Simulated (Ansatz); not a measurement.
## One structure type (Fm-3m), one member withheld

The calculation used Ansatz 0.2.0, DFT, PBE, all-electron LAPW, scalar-relativistic.

All cells have space group Fm-3m and are held fixed (conventional cell and sites). Prototypes and MP cells are computed structures that needn't be known or stable phases of these compounds. Gaps are the smallest over the k mesh and a high-symmetry path; Bader charges come from PAW runs of the same cells. Open d or f shells run without spin or U come out metallic where the real compound may not be. Semilocal functionals give too small gaps and can close them; gaps under 0.4 eV may also close off the mesh. Rows with a moment start ferromagnetic; other orders may lie lower, and can open a gap.

Spin–orbit coupling is left out, though it moves levels of the heavy atoms by tenths of an eV or more.

Semilocal functionals without a Hubbard term describe localised f shells poorly; where the shell is localised, the real material differs.

O: a = 3.17 Å, b = 3.17 Å, c = 3.17 Å; O 4a (0.000 0.000 0.000); 16×16×16 mesh, smearing 0.03 eV, fcc type, relaxed by us
Ti: a = 4.06 Å, b = 4.06 Å, c = 4.06 Å; Ti 4a (0.000 0.000 0.000); 14×14×14 mesh, smearing 0.05 eV, COD 1534878, reported
Pb: a = 4.94 Å, b = 4.94 Å, c = 4.94 Å; Pb 4a (0.000 0.000 0.000); 12×12×12 mesh, smearing 0.05 eV, COD 9012959, measured, may be off
Eu: a = 5.48 Å, b = 5.48 Å, c = 5.48 Å; Eu 4a (0.000 0.000 0.000); 12×12×12 mesh, smearing 0.03 eV, fcc type, relaxed by us
Lu: a = 4.87 Å, b = 4.87 Å, c = 4.87 Å; Lu 4a (0.000 0.000 0.000); 15×15×15 mesh, smearing 0.05 eV, fcc type, relaxed by us
Yb: a = 5.22 Å, b = 5.22 Å, c = 5.22 Å; Yb 4a (0.000 0.000 0.000); 13×13×13 mesh, smearing 0.05 eV, fcc type, relaxed by us

| compound | P (GPa) | gap (eV) | cell moment (μB) |
| --- | --- | --- | --- |
| O | 0.0 | none | unpolarised run |
| Ti | 4.4 | none | unpolarised run |
| Pb | 3.0 | none | unpolarised run |
| Lu | 0.0 | none | unpolarised run |
| Yb | 0.0 | none | unpolarised run |

**Question.** Predict the row of Eu (its pressure aside) (spin-polarised from parallel starts).

**Answer.** Gap (eV): none, cell moment (μB): 7.6.
